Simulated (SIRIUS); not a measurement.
CdF2 under changes of volume

One of the cells (13.295 Å³/atom); the others are scaled copies at fixed shape and fractional positions:

```
Cd F
1.0
     0.00000    2.71184    2.71184
     2.71184    0.00000    2.71184
     2.71184    2.71184    0.00000
Cd F
1 2
Direct
  0.00000 0.00000 0.00000
  0.75000 0.75000 0.75000
  0.25000 0.25000 0.25000
```

| Quantity | Value |
| --- | --- |
| Program | SIRIUS 7.12.0 |
| Functional | PBEsol |
| Potentials or basis | all-electron FP-LAPW |
| Cutoff | 273 eV |
| Basis | apw+lo standard |
| k mesh | 9 × 9 × 9 |
| Occupations | fermi-dirac, width 0.05 eV |
| Spin | no spin polarisation |

```tsv
volume (Å³/atom)	energy over the lowest point (meV/atom)	gap on the mesh (eV)
12.253	14.64	3.17
12.513	5.11	3.10
12.774	0.00	3.03
13.295	?	?
13.556	6.53	2.82
13.817	14.63	2.76
```

Problem. What does the run at 13.295 Å³/atom give?

Solution. Energy over the lowest point 1.13 meV/atom; gap on the mesh 2.89 eV.

Worked out: A Birch-Murnaghan fit of order 3 (a polynomial in V^(-2/3)) to the other rows has its minimum at 12.99 Å³/atom with B0 = V·E''(V) = 109 GPa and B' = 5.2. It gives 1.14 meV/atom at 13.295 Å³/atom, against the run's 1.13. A straight line through the other rows of the gap, of slope -3.44 eV per unit of ln V, gives 2.89 eV, against the run's 2.89.

Energies are extrapolated to zero smearing.

Caveats: an odd mesh through Γ misses points on the zone boundary, where band edges often lie. Spin-orbit coupling on Cd is left out.
